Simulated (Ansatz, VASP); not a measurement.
**One calculation of MnSi, two programs**

File INCAR:

```
SYSTEM = MnSi
PREC = Accurate
ENCUT = 520
EDIFF = 1E-7
ISMEAR = -1
SIGMA = 0.05
LREAL = .False.
LASPH = .True.
NELM = 150
ALGO = Normal
ISIF = 2
LWAVE = .False.
LCHARG = .False.
ISPIN = 2
MAGMOM = 4 0
LORBIT = 11
LMAXMIX = 4
GGA = PE
NBANDS = 20
```

KPOINTS

```
Automatic mesh
0
Gamma
  15 15 15
  0 0 0
```

The input POSCAR:

```
MnSi
1.0
    0.0000000000      2.4224953662      2.4224953662
    2.4224953662      0.0000000000      2.4224953662
    2.4224953662      2.4224953662      0.0000000000
Mn Si
1 1
Direct
    0.0000000000      0.0000000000      0.0000000000
    0.5000000000      0.5000000000      0.5000000000
```

Input for Ansatz:

```yaml
crystal:
  lattice:
    - [0.0, 2.4224953662, 2.4224953662]
    - [2.4224953662, 0.0, 2.4224953662]
    - [2.4224953662, 2.4224953662, 0.0]
  atoms:
    - { symbol: Mn, position: [0.0, 0.0, 0.0], spin: 4.0 }
    - { symbol: Si, position: [0.5, 0.5, 0.5] }
magnetization:
  spin_polarized: true
kpoints:
  mp_grid: { grid: [15, 15, 15] }
  band_path:
    path:
      - [0.0, 0.0, 0.0]
      - [0.5, 0.0, 0.5]
      - [0.625, 0.25, 0.625]
      - [0.375, 0.375, 0.75]
      - [0.0, 0.0, 0.0]
      - [0.5, 0.5, 0.5]
      - [0.5, 0.25, 0.75]
      - [0.5, 0.0, 0.5]
    npoints: 5
scf:
  occupations: { method: fermi_dirac, width: 0.05 }
hamiltonian:
  xc: pbe
  pseudopotentials:
    kind: all_electron
    lapw: { basis_error: 0.001 }
    relativity: none
output:
  forces: true
  stress: true
  eigenvalues: true
```

Alike in both runs: task single point; functional PBE; k mesh 15 × 15 × 15; occupations fermi-dirac, width 0.05 eV; collinear spin.

```csv
,VASP,Ansatz
version,VASP 6.6.1,Ansatz 0.2.0
potentials or method,"VASP PAW PBE potentials, release 64 (Mn_pv, Si)","all-electron LAPW, non-relativistic"
plane-wave cutoff (eV),520,see its input
```

```csv
,VASP,Ansatz,Ansatz less VASP
pressure (GPa),0.0,0.4,+0.37
net moment per atom (μB),1.24,1.21,-0.021
size of the moment on the site where the two differ most (μB),0.11,0.11,-0.005
```

Site moments also hang on the region over which each program counts them. Ansatz ran all-electron here, so the differences hold the error of VASP's frozen core and of both bases.
